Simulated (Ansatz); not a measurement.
Runs of Ansatz 0.2.0 on ZrC. The structure is cubic, space group Fm-3m (No. 225). Conventional cell: a = 4.730 Å, b = 4.730 Å, c = 4.730 Å, α = 90.00°, β = 90.00°, γ = 90.00°. Zr (site symmetry m-3m) has 6 C at 2.37 Å as nearest neighbours. C (site symmetry m-3m) has 6 Zr at 2.37 Å as nearest neighbours. 

```tsv
task	level	cell	cutoff (eV)	smearing	pressure (GPa)	relaxed volume (Å³/atom)
single point	PBE	as given	254	gaussian 0.029 eV	-2.9	-
relaxation of cell and atoms	revPBE	relaxed	-	fermi-dirac 0.05 eV	0.0	13.20
single point	PBE	as given	254	gaussian 0.02 eV	-2.9	-
relaxation of cell and atoms	revPBE+D4	relaxed	-	fermi-dirac 0.05 eV	0.0	12.82
relaxation of cell and atoms	BLYP+D3(BJ)	relaxed	-	fermi-dirac 0.05 eV	0.0	(a)
```

Alike in all rows: potentials or basis all-electron LAPW, scalar-relativistic; no spin polarisation; k mesh 10 × 10 × 10; basis error allowed 0.001 eV/atom.

Question: Fill in the values left out.

Answer: (a) 12.78.
